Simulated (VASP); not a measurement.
The system is NaH.

```
Na H
1.0
     0.00000    2.41604    2.41604
     2.41604    0.00000    2.41604
     2.41604    2.41604    0.00000
Na H
1 1
Cartesian
  0.0000 0.0000 0.0000
  2.4160 2.4160 2.4160
```

| Property | Result |
| --- | --- |
| Program | VASP 6.6.1 |
| Task | relaxation of cell and atoms |
| Functional | PBE |
| Dispersion | D3(BJ) |
| Potentials or basis | VASP PAW PBE potentials, release 64 (Na_pv, H) |
| Cutoff | 600 eV |
| k mesh | 8 × 8 × 8 |
| Occupations | gaussian, width 0.02 eV |
| Spin | no spin polarisation |

At the start: pressure -1.6 GPa; volume 14.10 Å³/atom.

**Question.** Where does the relaxation end?

**Answer.** Over 4 steps the energy falls by 5.2 meV/atom and the volume is 13.11 Å³/atom (-7.1 %); space group Fm-3m (No. 225, to 0.05 Å).

Step by step:
| step | energy change (eV) | largest force (eV/Å) | pressure (GPa) | volume (Å³) |
| --- | --- | --- | --- | --- |
| 1 | 0.0000 | 0.0000 | -1.61 | 28.21 |
| 2 | -0.0051 | 0.0000 | -1.30 | 27.63 |
| 3 | -0.0101 | 0.0000 | 0.26 | 25.95 |
| 4 | -0.0104 | 0.0000 | 0.06 | 26.21 |

Final structure:
```
Na H
1.0
     0.00000    2.35768    2.35768
     2.35768    0.00000    2.35768
     2.35768    2.35768    0.00000
Na H
1 1
Cartesian
  0.0000 0.0000 0.0000
  2.3577 2.3577 2.3577
```
